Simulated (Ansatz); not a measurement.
**GeTe (R3m, No. 160, 2 atoms in the cell)**

Calculation: PBE0 (plane waves, PAW; Ansatz, a program for electronic structure).

Numerical settings: plane-wave cutoff 460 eV, 8×8×8 k mesh, Fermi–Dirac smearing 0.01 eV, scalar-relativistic PAW data made under PBE.

Cell (relaxed with PBEsol):

```cif
data_GeTe
_chemical_formula_sum 'Ge1 Te1'
_space_group_name_H-M_alt 'P 1'
_space_group_IT_number 1
_cell_length_a 4.23595
_cell_length_b 4.23595
_cell_length_c 4.23595
_cell_angle_alpha 58.850
_cell_angle_beta 58.850
_cell_angle_gamma 58.850
loop_
_space_group_symop_operation_xyz
  'x, y, z'
loop_
_atom_site_label
_atom_site_type_symbol
_atom_site_fract_x
_atom_site_fract_y
_atom_site_fract_z
_atom_site_occupancy
Ge1 Ge 0.99883 0.99883 0.99883 1
Te1 Te 0.52218 0.52218 0.52218 1
```

| Property | Result |
|---|---|
| band gap | 1.16 eV (on the SCF k mesh) |
| smallest direct gap on the k points sampled | 1.23 eV |
| Γ–Γ gap | 6.43 eV |

Note: cell and atoms aren't relaxed at this level (largest force component 0.21 eV/Å, pressure 1.7 GPa).

Spin–orbit coupling is not included; with these elements it can move the gap by several tenths of an eV or more.
